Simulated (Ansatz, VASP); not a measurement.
# BN: VASP beside Ansatz

The input INCAR:

```
SYSTEM = BN
PREC = Accurate
ENCUT = 520
EDIFF = 1E-6
ISMEAR = 0
SIGMA = 0.02
LREAL = .False.
LASPH = .True.
NELM = 80
ALGO = Normal
ISIF = 2
LWAVE = .False.
LCHARG = .False.
GGA = PE
NBANDS = 11
```

KPOINTS

```
Automatic mesh
0
Gamma
  12 12 12
  0 0 0
```

Contents of POSCAR:

```
BN
1.0
    0.0000000000      1.7367445295      1.7367445295
    1.7367445295      0.0000000000      1.7367445295
    1.7367445295      1.7367445295      0.0000000000
B N
1 1
Direct
    0.0000000000      0.0000000000      0.0000000000
    0.7500000000      0.7500000000      0.7500000000
```

Input for Ansatz:

```yaml
crystal:
  lattice:
    - [0.0, 1.7367445295, 1.7367445295]
    - [1.7367445295, 0.0, 1.7367445295]
    - [1.7367445295, 1.7367445295, 0.0]
  atoms:
    - { symbol: B, position: [0.0, 0.0, 0.0] }
    - { symbol: "N", position: [0.75, 0.75, 0.75] }
basis:
  ecutwfc: 420
kpoints:
  mp_grid: { grid: [12, 12, 12] }
hamiltonian:
  xc: pbe
scf:
  occupations: { method: gaussian, width: 0.02 }
output:
  forces: true
  stress: true
  eigenvalues: true
  write_density: true
  write_potential: true
  elf: true
  volumetric_format: npy
```

Alike in both runs: task single point; functional PBE; k mesh 12 × 12 × 12; occupations gaussian, width 0.02 eV; no spin polarisation.

```csv
,VASP,Ansatz
version,VASP 6.6.1,Ansatz 0.2.0
potentials or method,"VASP PAW PBE potentials, release 64 (B, N)","scalar-relativistic, plane waves, PAW"
plane-wave cutoff (eV),520,420
valence electrons in the cell,8,8
```

Ansatz gave:

```
gap on the k mesh at the Fermi level (eV) : 4.59
least direct gap on the mesh (eV)         : 9.41
```

Task: Which values does VASP return?

Result: gap on the k mesh at the Fermi level (eV): 4.58; least direct gap on the mesh (eV): 9.39.

The functional is the same, so the differences come from potentials, cutoffs and numerics.

 PBE gaps usually lie below the measured ones, often by a third to a half. A k mesh can miss the band edges.
